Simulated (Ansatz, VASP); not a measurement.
# SiO2 (SiO2 (P3_121)): VASP beside Ansatz

Aim: how closely do two programs agree when they are given the same cell, functional and k mesh? Of the first pair: The structure shown is the end of the Ansatz relaxation below.

Main program and level: Ansatz 0.2.0; plane waves, with VASP 6.6.1 beside it; single point at PBEsol.

### Step 1. The starting structure

The cell holds 72 atoms: 24 Si and 48 O. Its edges and angles: a = 9.897 Å, b = 9.897 Å, c = 10.883 Å, α = 90.0°, β = 90.0°, γ = 120.0°.

### Step 2. Ansatz: relaxation, PBEsol

Ansatz runs on its PAW soft_1 files.

This run makes the geometry at which the two programs are then compared.

File input.yaml:

```yaml
crystal:
  lattice:
    - [9.8968061413, 0.0, 0.0]
    - [-4.9484030706, 8.5708855347, 0.0]
    - [0.0, 0.0, 10.8826431829]
  atoms:
    - { symbol: Si, position: [0.2648580188, 0.2648580188, 0.0] }
    - { symbol: Si, position: [0.0, 0.2351419812, 0.3333333334] }
    - { symbol: Si, position: [0.2351419812, 0.0, 0.1666666666] }
    - { symbol: O, position: [0.1335417492, 0.2062430087, 0.3926937794] }
    - { symbol: O, position: [0.2937569913, 0.4272987405, 0.0593604461] }
    - { symbol: O, position: [0.0727012595, 0.3664582508, 0.2260271128] }
    - { symbol: O, position: [0.2062430087, 0.1335417492, 0.1073062206] }
    - { symbol: O, position: [0.3664582508, 0.0727012595, 0.2739728872] }
    - { symbol: O, position: [0.4272987405, 0.2937569913, 0.4406395539] }
    - { symbol: Si, position: [0.2648580188, 0.2648580188, 0.5] }
    - { symbol: Si, position: [0.0, 0.2351419812, 0.8333333333] }
    - { symbol: Si, position: [0.2351419812, 0.0, 0.6666666666] }
    - { symbol: O, position: [0.1335417492, 0.2062430087, 0.8926937794] }
    - { symbol: O, position: [0.2937569913, 0.4272987405, 0.5593604461] }
    - { symbol: O, position: [0.0727012595, 0.3664582508, 0.7260271128] }
    - { symbol: O, position: [0.2062430087, 0.1335417492, 0.6073062205] }
    - { symbol: O, position: [0.3664582508, 0.0727012595, 0.7739728872] }
    - { symbol: O, position: [0.4272987405, 0.2937569913, 0.9406395539] }
    - { symbol: Si, position: [0.2648580188, 0.7648580188, 0.0] }
    - { symbol: Si, position: [0.0, 0.7351419812, 0.3333333334] }
    - { symbol: Si, position: [0.2351419812, 0.5, 0.1666666666] }
    - { symbol: O, position: [0.1335417492, 0.7062430087, 0.3926937794] }
    - { symbol: O, position: [0.2937569913, 0.9272987405, 0.0593604461] }
    - { symbol: O, position: [0.0727012595, 0.8664582508, 0.2260271128] }
    - { symbol: O, position: [0.2062430087, 0.6335417492, 0.1073062206] }
    - { symbol: O, position: [0.3664582508, 0.5727012595, 0.2739728872] }
    - { symbol: O, position: [0.4272987405, 0.7937569913, 0.4406395539] }
    - { symbol: Si, position: [0.2648580188, 0.7648580188, 0.5] }
    - { symbol: Si, position: [0.0, 0.7351419812, 0.8333333333] }
    - { symbol: Si, position: [0.2351419812, 0.5, 0.6666666666] }
    - { symbol: O, position: [0.1335417492, 0.7062430087, 0.8926937794] }
    - { symbol: O, position: [0.2937569913, 0.9272987405, 0.5593604461] }
    - { symbol: O, position: [0.0727012595, 0.8664582508, 0.7260271128] }
    - { symbol: O, position: [0.2062430087, 0.6335417492, 0.6073062205] }
    - { symbol: O, position: [0.3664582508, 0.5727012595, 0.7739728872] }
    - { symbol: O, position: [0.4272987405, 0.7937569913, 0.9406395539] }
    - { symbol: Si, position: [0.7648580188, 0.2648580188, 0.0] }
    - { symbol: Si, position: [0.5, 0.2351419812, 0.3333333334] }
    - { symbol: Si, position: [0.7351419812, 0.0, 0.1666666666] }
    - { symbol: O, position: [0.6335417492, 0.2062430087, 0.3926937794] }
    - { symbol: O, position: [0.7937569913, 0.4272987405, 0.0593604461] }
    - { symbol: O, position: [0.5727012595, 0.3664582508, 0.2260271128] }
    - { symbol: O, position: [0.7062430087, 0.1335417492, 0.1073062206] }
    - { symbol: O, position: [0.8664582508, 0.0727012595, 0.2739728872] }
    - { symbol: O, position: [0.9272987405, 0.2937569913, 0.4406395539] }
    - { symbol: Si, position: [0.7648580188, 0.2648580188, 0.5] }
    - { symbol: Si, position: [0.5, 0.2351419812, 0.8333333333] }
    - { symbol: Si, position: [0.7351419812, 0.0, 0.6666666666] }
    - { symbol: O, position: [0.6335417492, 0.2062430087, 0.8926937794] }
    - { symbol: O, position: [0.7937569913, 0.4272987405, 0.5593604461] }
    - { symbol: O, position: [0.5727012595, 0.3664582508, 0.7260271128] }
    - { symbol: O, position: [0.7062430087, 0.1335417492, 0.6073062205] }
    - { symbol: O, position: [0.8664582508, 0.0727012595, 0.7739728872] }
    - { symbol: O, position: [0.9272987405, 0.2937569913, 0.9406395539] }
    - { symbol: Si, position: [0.7648580188, 0.7648580188, 0.0] }
    - { symbol: Si, position: [0.5, 0.7351419812, 0.3333333334] }
    - { symbol: Si, position: [0.7351419812, 0.5, 0.1666666666] }
    - { symbol: O, position: [0.6335417492, 0.7062430087, 0.3926937794] }
    - { symbol: O, position: [0.7937569913, 0.9272987405, 0.0593604461] }
    - { symbol: O, position: [0.5727012595, 0.8664582508, 0.2260271128] }
    - { symbol: O, position: [0.7062430087, 0.6335417492, 0.1073062206] }
    - { symbol: O, position: [0.8664582508, 0.5727012595, 0.2739728872] }
    - { symbol: O, position: [0.9272987405, 0.7937569913, 0.4406395539] }
    - { symbol: Si, position: [0.7648580188, 0.7648580188, 0.5] }
    - { symbol: Si, position: [0.5, 0.7351419812, 0.8333333333] }
    - { symbol: Si, position: [0.7351419812, 0.5, 0.6666666666] }
    - { symbol: O, position: [0.6335417492, 0.7062430087, 0.8926937794] }
    - { symbol: O, position: [0.7937569913, 0.9272987405, 0.5593604461] }
    - { symbol: O, position: [0.5727012595, 0.8664582508, 0.7260271128] }
    - { symbol: O, position: [0.7062430087, 0.6335417492, 0.6073062205] }
    - { symbol: O, position: [0.8664582508, 0.5727012595, 0.7739728872] }
    - { symbol: O, position: [0.9272987405, 0.7937569913, 0.9406395539] }
basis:
  ecutwfc: 420
  xc_grid: 2
hamiltonian:
  xc: pbesol
  pseudopotentials: { kind: paw, azcp: { folder: soft_1 }, xc_functional: pbe }
kpoints:
  mp_grid: { grid: [1, 1, 1] }
scf:
  occupations: { method: fermi_dirac, width: 0.01 }
  max_iter: 100
  lower_state_search: "off"
output:
  forces: true
relax:
  f_tol: 0.015
  max_steps: 60
  escape_saddle: false
checkpoint:
  write: "../pristine.symmetric.run"
  compress: false
  write_wavefunctions: false
  write_every: 100000
```

Launch:

```sh
ansatz run input.yaml --threads 32 --pin off --max-ram 84787MiB --backend cuda --events-out ev --progress --plain --runs-dir out --max-vram 78GiB
```

Numbers of over 12 decimals in the logs are rounded to 6 here.

What it wrote:

```text
Engine: ansatz 0.2.0, aarch64-unknown-linux-gnu
Pseudopotentials: kind: paw
Pseudopotential: Si, paw, valence charge 4, recommended cutoff 420 eV (normal), soft_1/Si.paw.azcp
Pseudopotential: O, paw, valence charge 6, recommended cutoff 420 eV (normal), soft_1/O.paw.azcp
Functional definition: PBEsol
  exchange = pbesol_x
  correlation = pbesol_c
device memory: the entry about to start is reckoned to put 3.1 GiB on a device that reports 182.5 GiB free (of which the cap on the GPU budget leaves the run 78.0 GiB)
GPU FFT provider: cuFFT
GPU libraries: cuBLAS 13.8.1, cuFFT 12.4.0, cuSOLVER 12.3.2
GPU matrix products: emulated (plane waves: as basis.precision tells), large ones in fixed point in workspaces of 1.00 GiB
Crystal: 72 atoms, lattice volume = 923.114 Å³
Basis set: ecut = 420 eV, 18049 PW (Γ), exchange–correlation on 144×144×150 points (8 copies of the dense FFT grid, shifted against one another)
Bands: 264, of which v1, the nominal top of the filled ones, is band 192 counted from 1 (191 counted from 0)
Symmetry: 48 space group operations
Space group: P3121 (ITA 152), of the structure as read, at distance tolerance 9.7e-5 Å
k-points: 1
Non-local potential: Si, projectors of the file, l = 0: 2, l = 1: 2, l = 2: 1
Non-local potential: O, projectors of the file, l = 0: 2, l = 1: 2, l = 2: 1
PAW form: soft (Blöchl's): semilocal exchange-correlation on the pseudo side does not see the compensation charge
PAW frozen core: Si, regenerated for the run's functional, and the local potential with it (the file was generated under x = pbe(κ = 0.804, μ = 0.219515), c = pbe(β = 0.066725))
PAW frozen core: O, regenerated for the run's functional, and the local potential with it (the file was generated under x = pbe(κ = 0.804, μ = 0.219515), c = pbe(β = 0.066725))
PAW one-centre angular grid: Si, 110 points (default); XC on 64 Gauss nodes
PAW one-centre angular grid: O, 110 points (default); XC on 64 Gauss nodes
Initial density: superposition of atomic densities (chi_scale 0.1, normalization cell, long waves kept (reshape's long-wave potential 0.01 eV rms))
Initial wavefunctions: pseudopotential atomic-orbital guess
GPU buffer pool allocated for 388800 grid points (all kernels)
GPU transforms: local potential and band sums: pruned to the plane-wave sphere, on 72×72×75
Functional: x = pbesol(κ = 0.804, μ = 0.123457), c = pbesol(β = 0.046)
SCF iter   1: F=—  HF=-41953.548168 eV  |Δ(HF+E_count)|=         —  Δρ=1.22e-1  dr2=1.24e2  Hψ=1180
preconditioner: auto → Resta (q_TF=auto, 2.357 Å⁻¹)  ε∞=2.8  [insulator: Δε(μ)=7.020 eV  Ē_g=17.811 eV  σ=0.010 eV  W_gap=1.00  n_scr=212 (ndim 8)  ℏωp=23.9 eV  f_vac=0.005  D(μ)=0.00/eV (n_scr^D=0)  ε∞_Penn≈2.8]
SCF iter   2: F=—  HF=-41919.742437 eV  |Δ(HF+E_count)|=    3.38e1  Δρ=4.25e-2  dr2=6.95e0  Hψ=638
SCF iter   3: F=—  HF=-41918.948395 eV  |Δ(HF+E_count)|=   7.94e-1  Δρ=2.06e-2  dr2=2.14e0  Hψ=204
SCF iter   4: F=—  HF=-41918.929402 eV  |Δ(HF+E_count)|=   1.90e-2  Δρ=1.58e-3  dr2=2.09e-2  Hψ=390
SCF iter   5: F=—  HF=-41918.966056 eV  |Δ(HF+E_count)|=   3.67e-2  Δρ=4.21e-4  dr2=1.58e-3  Hψ=402
SCF iter   6: F=—  HF=-41918.967735 eV  |Δ(HF+E_count)|=   1.68e-3  Δρ=7.44e-5  dr2=6.90e-5  Hψ=414
SCF iter   7: F=—  HF=-41918.967889 eV  |Δ(HF+E_count)|=   1.53e-4  Δρ=1.26e-5  dr2=1.15e-6  Hψ=979
SCF iter   8: F=-41918.967892 eV  HF=-41918.967892 eV  |Δ(HF+E_count)|=   3.50e-6  Δρ=2.86e-6  dr2=7.73e-8  Hψ=679
SCF 1 converged in 8 iterations: F = -41918.967892 eV  dr2 = 7.73e-8
  greatest PAW one-centre occupation: 0.859 electrons in one spin orbital (limit 2), on the O atom at site 67 (counted from 0), in its partial waves of l = 0
relax step   1: F+E_penalty+E_count = -41918.96789214 eV  Δ(F+E_penalty+E_count) = +0.000e0 eV  max|allowed force component| = 6.621e-3 eV/Å  Δτ_max = 0.0000 Å  (8 SCF iters, dr2 threshold 5.63e-6 eV, accepted)
device memory: the entry about to start is reckoned to put 3.1 GiB on a device that reports 182.4 GiB free (of which the cap on the GPU budget leaves the run 77.9 GiB)
GPU FFT provider: cuFFT
GPU libraries: cuBLAS 13.8.1, cuFFT 12.4.0, cuSOLVER 12.3.2
GPU matrix products: emulated (plane waves: as basis.precision tells), large ones in fixed point in workspaces of 1.00 GiB
Initial density: handed on by an earlier stage of this run
Initial wavefunctions: those handed on with the density
GPU buffer pool allocated for 388800 grid points (all kernels)
GPU transforms: local potential and band sums: pruned to the plane-wave sphere, on 72×72×75
iter 1 solved again at ethr=1.99e-11 eV; its pass at ethr=3.10e-3 eV (dr2=7.65e-8 eV) is discarded
SCF iter   1: F=—  HF=-41918.968009 eV  |Δ(HF+E_count)|=         —  Δρ=2.88e-6  dr2=7.82e-8  Hψ=664
preconditioner: auto → Resta (q_TF=auto, 2.357 Å⁻¹)  ε∞=3.1  [insulator: Δε(μ)=5.758 eV  Ē_g=16.689 eV  σ=0.010 eV  W_gap=1.00  n_scr=212 (ndim 8)  ℏωp=23.9 eV  f_vac=0.110  D(μ)=0.00/eV (n_scr^D=0)  ε∞_Penn≈3.1]
SCF iter   2: F=—  HF=-41918.967892 eV  |Δ(HF+E_count)|=   1.17e-4  Δρ=1.49e-6  dr2=2.29e-8  Hψ=778
SCF iter   3: F=-41918.967892 eV  HF=-41918.967892 eV  |Δ(HF+E_count)|=   5.14e-8  Δρ=6.90e-7  dr2=4.49e-9  Hψ=652
SCF 2 converged in 3 iterations: F = -41918.967892 eV  dr2 = 4.49e-9
  greatest PAW one-centre occupation: 0.859 electrons in one spin orbital (limit 2), on the O atom at site 71 (counted from 0), in its partial waves of l = 0
relax step   2: F+E_penalty+E_count = -41918.96789233 eV  Δ(F+E_penalty+E_count) = -1.803e-7 eV  max|allowed force component| = 6.603e-3 eV/Å  Δτ_max = 0.0000 Å  (3 SCF iters, accepted)
SCF converged after 3 iterations
Free energy (F): -41918.967892 eV
Harris-Foulkes:  -41918.967892 eV  (|F-HF|=8.25e-9)
Internal energy: -41918.967892 eV  (E = F + TS)
E sigma→0 (E₀):  -41918.967892 eV
Fermi energy:    5.095746 eV
--- Per-component energies (eV) ---
  E_band       = -1733.854443
  E_kinetic    = 9292.153153
  E_local      = -23498.899953  (includes V_loc(G=0)·N_el)
  E_nonlocal   = 3060.395680
  E_hartree    = 8565.860018
  E_xc         = -4759.123194
  E_vxc        = -5532.491387  (∫ρ·V_xc dr)
  E_paw        = -19535.637323  (= ΣΔE_a)
  E_vpaw       = -2186.767612  (= ΣTr[D̂ρ^β])
  E_aug_tail   = 0.040139  (compensation charges beyond the density's cutoff)
  E_ewald      = -15046.207690
  E_core_change = 2.451277  (= ΣΔE_core)
  E_smearing   = -0.000000  (= −TS)
  E_closure    = -0.000000  (closes the sum)
  Σ components = -41918.967892   (vs F -41918.967892, Δ=0.00e0)
--- Forces (eV/Å), atoms counted from 1 ---
  atom   1  Si    -0.00067391    -0.00116725    -0.00000000
  atom   2  Si    -0.00067391     0.00116725    -0.00000000
  atom   3  Si     0.00134783    -0.00000000     0.00000000
  atom   4  O     -0.00107374    -0.00660346     0.00604588
  atom   5  O      0.00625563     0.00237184     0.00604588
  atom   6  O     -0.00518189     0.00423161     0.00604588
  [... 66 more lines of this table ...]
  max |Σ_I F_I| component: 1.91e-17 eV/Å
--- Relaxed structure (2 steps of the walk, 2 accepted, 0 SCFs on fresh bases) ---
  F+E_penalty+E_count = -41918.96789233 eV   max|allowed force component| = 6.603e-3 eV/Å
  atoms:
    - { symbol: Si, position: [0.2648580188, 0.2648580188, -7.485010552973905e-18] }
    - { symbol: Si, position: [1.3877787807814457e-17, 0.2351419812, 0.333333] }
    - { symbol: Si, position: [0.235142, 0.0, 0.166667] }
    - { symbol: O, position: [0.1335417492, 0.2062430087, 0.392694] }
    - { symbol: O, position: [0.2937569913, 0.4272987405, 0.059360] }
    - { symbol: O, position: [0.072701, 0.3664582508, 0.226027112775] }
  [... 66 more lines of this table ...]
```

(Continued in part 2 of 3.)

[Lines on the potential files, build, host, timing and source positions are cut from VASP's logs without a mark.]

[Logs are printed without paths, hosts, clocks, repeated set-up lines and the standing remarks that a program may print on its own settings, such as how far it seeks lower states.]

[Hosts, paths, dates, database ids (printed as entryN), source tags and the programs' standing remarks are cut or masked in the printed files.]
